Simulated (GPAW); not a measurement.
# PbS (Cmcm) in GPAW: notebook, part 3 of 3

GPAW 26.7.0. The steps go on from the part before.

## (4) Band structure, BEEF-vdW, spin-orbit coupling, no magnetisation

File run.py:

```python
import numpy as np
import spglib
from ase import Atoms
from ase.dft.bandgap import bandgap
from ase.io import read, write
from gpaw import GPAW, PW
from gpaw.spinorbit import soc_eigenstates

atoms = read('PbS.cif')
cell, positions, numbers = spglib.find_primitive(
    (atoms.cell[:], atoms.get_scaled_positions(), atoms.numbers), symprec=1e-4)
atoms = Atoms(numbers, cell=cell, scaled_positions=positions, pbc=True)

calc = GPAW(mode=PW(600),
            xc={'name': 'BEEF-vdW', 'backend': 'libvdwxc'},
            kpts={'size': (4, 4, 4), 'gamma': True},
            occupations={'name': 'fermi-dirac', 'width': 0.05},
            nbands=33,
            convergence={'density': 1e-05, 'energy': 1e-05},
            maxiter=150,
            txt='gpaw.txt')
atoms.calc = calc
energy = atoms.get_potential_energy()
forces = atoms.get_forces()
calc.write('gs.gpw')
write('result.traj', atoms)
print(f'Energy: {energy:.6f} eV')
print('Forces (eV/A):')
print(forces.round(4))
print('Fermi level:', round(calc.get_fermi_level(), 4), 'eV')
print(f'Gap: {bandgap(calc)[0]:.4f} eV, direct: {bandgap(calc, direct=True)[0]:.4f} eV')

path = atoms.cell.bandpath('GXSRAZGYX1A1TY,ZT', npoints=60, eps=1e-4)
bs_calc = calc.fixed_density(kpts=path, symmetry='off', nbands=53,
                             convergence={'bands': 'CBM+6.0', 'eigenstates': 1e-6}, txt='bands.txt')
bs = bs_calc.band_structure()
bs.write('bs.json')
print(f'Gap on the path: {bandgap(bs_calc)[0]:.4f} eV')

soc = soc_eigenstates(bs_calc, theta=0, phi=0)
np.savetxt('soc_bands.dat', soc.eigenvalues(), fmt='%.4f')
mesh = soc_eigenstates('gs.gpw', theta=0, phi=0)
np.savetxt('soc_mesh.dat', mesh.eigenvalues(), fmt='%.4f')
print('Fermi level with spin-orbit coupling:', round(mesh.fermi_level, 4), 'eV')
```

File PbS.cif:

```cif
data_PbS
_cell_length_a 4.15990539
_cell_length_b 11.98259373
_cell_length_c 4.27932094
_cell_angle_alpha 90.00000000
_cell_angle_beta 90.00000000
_cell_angle_gamma 90.00000000
_space_group_name_H-M_alt 'Cmcm'
_space_group_name_Hall '-C 2c 2'
_space_group_IT_number 63
loop_
_space_group_symop_operation_xyz
'x,y,z'
'-x,-y,-z'
'-x,-y,z+1/2'
'x,y,-z+1/2'
'x,-y,-z'
'-x,y,z'
'-x,y,-z+1/2'
'x,-y,z+1/2'
'x+1/2,y+1/2,z'
'-x+1/2,-y+1/2,-z'
'-x+1/2,-y+1/2,z+1/2'
'x+1/2,y+1/2,-z+1/2'
'x+1/2,-y+1/2,-z'
'-x+1/2,y+1/2,z'
'-x+1/2,y+1/2,-z+1/2'
'x+1/2,-y+1/2,z+1/2'
loop_
_atom_site_label
_atom_site_type_symbol
_atom_site_symmetry_multiplicity
_atom_site_Wyckoff_symbol
_atom_site_fract_x
_atom_site_fract_y
_atom_site_fract_z
_atom_site_occupancy
Pb1 Pb 4 c 0.0000000000 0.8694366500 0.2500000000 1
S1 S 4 c 0.0000000000 0.6452029100 0.2500000000 1
```

Potentials or basis: GPAW PAW data sets (gpaw-data 1.2.1), pw.

The run is started by

```sh
$ OMP_NUM_THREADS=1 python run.py
```

gpaw.txt:

```text
__  _  _
 | _ |_)|_||  |
 |__||  | ||/\| - 26.7.0

Input parameters:
  mode=PW(ecut=600.0),
  convergence={'density': 1e-05, 'energy': 1e-05},
  kpts=MonkhorstPack(size=(4, 4, 4), gamma=True),
  maxiter=150,
  nbands=33,
  occupations=Occupations(name='fermi-dirac', width=0.05),
  xc=XC(name='BEEF-vdW', backend='libvdwxc')

Diagonalizing LCAO Hamiltonian
Converting LCAO to pw mode

             Pb
         S S
       Pb

Atoms  # Å, Bohr magnetons
|   | symbol |        x |         y |        z |    initial magnetic moments |
|---|--------|----------|-----------|----------|-----------------------------|
| 0 |     Pb | 2.079953 |  4.426809 | 1.069830 | ( 0.0000,  0.0000,  0.0000) |
| 1 |     Pb | 2.079953 | -4.426809 | 3.209491 | ( 0.0000,  0.0000,  0.0000) |
| 2 |      S | 2.079953 |  1.739907 | 1.069830 | ( 0.0000,  0.0000,  0.0000) |
| 3 |      S | 2.079953 | -1.739907 | 3.209491 | ( 0.0000,  0.0000,  0.0000) |

Unit cell  # Å
| periodic |        x |         y |        z |  lengths |     angles |
|----------|----------|-----------|----------|----------|------------|
|      yes | 2.079953 | -5.991297 | 0.000000 | 6.342069 |  90.000000 |
|      yes | 2.079953 |  5.991297 | 0.000000 | 6.342069 |  90.000000 |
|      yes | 0.000000 |  0.000000 | 4.279321 | 4.279321 | 141.709848 |

Number of symmetries: 4
Symmetry operations  # r_c * U_cc + t_c -> r_c
|   | kind |            matrix            |
|---|------|------------------------------|
| 0 |  E   |  1, 0, 0,  0, 1, 0,  0, 0, 1 |
| 1 |  C2  |  0, 1, 0,  1, 0, 0,  0, 0,-1 |
[... 136 lines left out ...]
- Maximum integral of absolute [eigenst]ate change: 4e-08 eV^2 / valence electron
maximum number of iterations: 150

SCF iterations
|iter     | |      energy | eigst |  dens |
|---------|-|-------------|-------|-------|
|iter:   1| | -786.028509 | +0.31 |       |
|iter:   2| | -785.722495 | -1.96 | -1.06 |
|iter:   3| | -784.784418 | -1.79 | -1.11 |
|iter:   4| | -784.791803 | -2.68 | -1.78 |
|iter:   5| | -784.793667 | -3.34 | -2.13 |
|iter:   6| | -784.793776 | -4.02 | -2.51 |
|iter:   7| | -784.793870c| -5.23 | -3.21 |
|iter:   8| | -784.793885c| -6.14 | -3.72 |
|iter:   9| | -784.793885c| -7.37 | -4.40 |
|iter:  10| | -784.793885c| -7.82c| -4.99 |
|iter:  11| | -784.793885c| -8.31c| -5.68c|

Converged in 11 steps
Energy contributions relative to reference atoms: (reference = -1156264.166523)

Energy contributions:
  Kinetic:         107.012012
  Coulomb:        -102.356978
  Zero:             -0.481022
  External:          0.000000
  Xc:             -788.967897
  Entropy:          -0.000000
  Spinorbit:         0.000000
  ----------------------------
  Free energy:    -784.793885
  Extrapolated:   -784.793885

dipole moment: (0.000007, 0.000000, 0.000007)  # |e|*Ang

Fermi level: 5.769
Eigenvalues  # (at kpt = [0.000, 0.000, 0.000])
| band index |      eig [eV] | occ [0-2] |
|------------|---------------|-----------|
|          0 |       -11.675 |     2.000 |
|        ... |               |           |
|         12 |        -1.447 |     2.000 |
|         13 |        -0.563 |     2.000 |
|         14 |         1.036 |     2.000 |
|         15 |         2.274 |     2.000 |
|         16 |         2.811 |     2.000 |
|         17 |         3.518 |     2.000 |
[... 8 lines left out ...]
|         26 |        11.279 |     0.000 |
|         27 |        12.260 |     0.000 |
|        ... |               |           |
|         32 |        15.689 |     0.000 |

Gap: 1.345 eV
Transition (v -> c):
  (s=0, k=2, n=19, [0.00, 0.00, 0.50]) -> (s=0, k=21, n=20, [0.50, 0.50, 0.00])
Direct/indirect transitions are different
Direct gap: 1.724 eV
Transition at: (s=0, k=21, n=19, [0.50, 0.50, 0.00])

Forces  # eV/Ang
|       x |        y |        z |
|---------|----------|----------|
| 0.00000 |  0.18945 |  0.00022 |  # Pb   0
| 0.00000 | -0.18945 | -0.00022 |  # Pb   1
| 0.00000 | -0.11173 |  0.00001 |  # S    2
| 0.00000 |  0.11173 | -0.00001 |  # S    3

# Writing to gs.gpw (mode='')
```

stdout:

```text
<dir> UserWarning: The angles between your unit-cell vectors are 90.0, 90.0 and 141.7 degrees.  Results may be wrong!  Please Niggli-reduce your unit-cell so that the angles are closer to 90 degrees:

  from ase.build import niggli_reduce
  niggli_reduce(atoms)

  warnings.warn(
Energy: -784.793885 eV
Forces (eV/A):
[[ 0.      0.1894  0.0002]
 [ 0.     -0.1894 -0.0002]
 [ 0.     -0.1117  0.    ]
 [ 0.      0.1117 -0.    ]]
Fermi level: 5.7695 eV
Gap: 1.3446 eV, direct: 1.7239 eV
Gap on the path: 1.2024 eV
Fermi level with spin-orbit coupling: 5.6152 eV
```

It took 3.7 min on 1 thread of Arm Neoverse V1, shared host; peak memory 0.59 GiB.

Results:

```yaml
Free_energy: -784.7939 eV
Largest_force: 0.189 eV/Å
Band_gap_along_the_path: 0.75 eV, direct
```

Forces on the atoms (eV/Å):
```
Pb   0.000  0.189  0.000
Pb   0.000 -0.189  0.000
S    0.000 -0.112  0.000
S    0.000  0.112  0.000
```

Levels at the corners of the path, in eV from the valence-band top:
```tsv
point	band 37	band 38	band 39	band 40	band 41	band 42	band 43	band 44
Γ	-1.47	-1.47	-0.55	-0.55	3.51	3.51	4.02	4.02
X	-0.75	-0.75	-0.26	-0.26	0.84	0.84	1.85	1.85
S	-0.42	-0.42	-0.40	-0.40	1.23	1.23	1.35	1.35
R	-1.48	-1.48	-1.48	-1.48	3.14	3.15	3.15	3.15
A	-1.50	-1.50	-1.49	-1.49	2.77	2.77	3.19	3.20
Z	-0.16	-0.16	-0.16	-0.16	1.36	1.36	1.36	1.36
Γ	-1.47	-1.47	-0.55	-0.55	3.51	3.51	4.02	4.02
Y	-1.36	-1.36	-0.51	-0.51	0.91	0.91	4.18	4.18
X1	-0.75	-0.75	-0.26	-0.26	0.84	0.84	1.85	1.85
A1	-1.50	-1.50	-1.49	-1.49	2.77	2.77	3.19	3.20
T	-0.54	-0.54	-0.54	-0.54	1.37	1.37	1.37	1.38
Y	-1.36	-1.36	-0.51	-0.51	0.91	0.91	4.18	4.18
Z	-0.16	-0.16	-0.16	-0.16	1.36	1.36	1.36	1.36
T	-0.54	-0.54	-0.54	-0.54	1.37	1.37	1.37	1.38
```

Caveat: the k mesh is coarse; spin-orbit coupling was added after a scalar SCF, so levels and gaps hold it while energy, forces, pressure and moments don't; this program's spin-orbit splittings come out too wide for heavy elements; the PAW data sets were made with another functional, which shifts forces and pressure a little; the program warned that so skewed a cell can give wrong results.

## (5) Band structure, WC, spin-orbit coupling, no magnetisation

File run.py:

```python
import numpy as np
from ase.dft.bandgap import bandgap
from ase.io import read, write
from ase.units import GPa
from gpaw import GPAW, PW, setup_paths
from gpaw.spinorbit import soc_eigenstates

setup_paths.insert(0, '.')

atoms = read('POSCAR')

calc = GPAW(mode=PW(600),
            xc='WC',
            kpts={'size': (4, 4, 4), 'gamma': True},
            occupations={'name': 'fermi-dirac', 'width': 0.05},
            nbands=33,
            convergence={'density': 1e-05, 'energy': 1e-05},
            maxiter=150,
            txt='gpaw.txt')
atoms.calc = calc
energy = atoms.get_potential_energy()
forces = atoms.get_forces()
stress = atoms.get_stress()
calc.write('gs.gpw')
write('result.traj', atoms)
print(f'Energy: {energy:.6f} eV')
print('Forces (eV/A):')
print(forces.round(4))
print('Stress (GPa):', (stress / GPa).round(3))
print('Fermi level:', round(calc.get_fermi_level(), 4), 'eV')
print(f'Gap: {bandgap(calc)[0]:.4f} eV, direct: {bandgap(calc, direct=True)[0]:.4f} eV')

path = atoms.cell.bandpath('GXSRAZGYX1A1TY,ZT', npoints=60, eps=1e-4)
bs_calc = calc.fixed_density(kpts=path, symmetry='off', nbands=53,
                             convergence={'bands': 'CBM+6.0', 'eigenstates': 1e-6}, txt='bands.txt')
bs = bs_calc.band_structure()
bs.write('bs.json')
print(f'Gap on the path: {bandgap(bs_calc)[0]:.4f} eV')

soc = soc_eigenstates(bs_calc, theta=54.7, phi=45)
np.savetxt('soc_bands.dat', soc.eigenvalues(), fmt='%.4f')
mesh = soc_eigenstates('gs.gpw', theta=54.7, phi=45)
np.savetxt('soc_mesh.dat', mesh.eigenvalues(), fmt='%.4f')
print('Fermi level with spin-orbit coupling:', round(mesh.fermi_level, 4), 'eV')
```

File POSCAR:

```
PbS
1.0
    2.0799526950     -5.9912968650      0.0000000000
    2.0799526950      5.9912968650      0.0000000000
    0.0000000000      0.0000000000      4.2793209400
Pb S
2 2
Direct
    0.1305633500      0.8694366500      0.2500000000
    0.8694366500      0.1305633500      0.7500000000
    0.3547970900      0.6452029100      0.2500000000
    0.6452029100      0.3547970900      0.7500000000
```

Potentials or basis: PAW data sets generated in the run's folder for this functional, pw.

The run is started by

```sh
$ gpaw-setup -f WC Pb S
$ OMP_NUM_THREADS=1 python run.py
```

Run time: 3.6 min. Hardware: 1 thread of Arm Neoverse V1, shared host; peak memory 0.54 GiB.

Results (log left out):

```yaml
Free_energy: -19.0636 eV
Pressure: -2.2 GPa
Largest_force: 0.035 eV/Å
Band_gap_along_the_path: 0.56 eV, direct
```

Forces in eV/Å, atoms in the order of the input:
```
Pb   0.000 -0.033  0.000
Pb   0.000  0.033  0.000
S    0.000  0.035  0.000
S    0.000 -0.035  0.000
```

Stress tensor (GPa, compression positive):
```
-2.18  0.00  0.00
 0.00 -1.93  0.00
 0.00  0.00 -2.42
```

Levels at the corners of the path, in eV from the valence-band top:
```tsv
point	band 38	band 39	band 40	band 41	band 42	band 43
Γ	-1.47	-0.53	-0.53	3.41	3.41	3.95
X	-0.83	-0.30	-0.30	0.67	0.68	1.70
S	-0.46	-0.45	-0.44	1.09	1.09	1.17
R	-1.50	-1.49	-1.49	3.02	3.02	3.02
A	-1.52	-1.51	-1.51	2.67	2.67	3.07
Z	-0.18	-0.18	-0.18	1.17	1.17	1.18
Γ	-1.47	-0.53	-0.53	3.41	3.41	3.95
Y	-1.36	-0.51	-0.51	0.75	0.75	4.05
X1	-0.83	-0.30	-0.30	0.67	0.68	1.70
A1	-1.52	-1.51	-1.51	2.67	2.67	3.07
T	-0.63	-0.63	-0.63	1.24	1.24	1.24
Y	-1.36	-0.51	-0.51	0.75	0.75	4.05
Z	-0.18	-0.18	-0.18	1.17	1.17	1.18
T	-0.63	-0.63	-0.63	1.24	1.24	1.24
```

Caveat: the k mesh is coarse; spin-orbit coupling was added after a scalar SCF, so levels and gaps hold it while energy, forces, pressure and moments don't; this program's spin-orbit splittings come out too wide for heavy elements; the program warned that so skewed a cell can give wrong results.
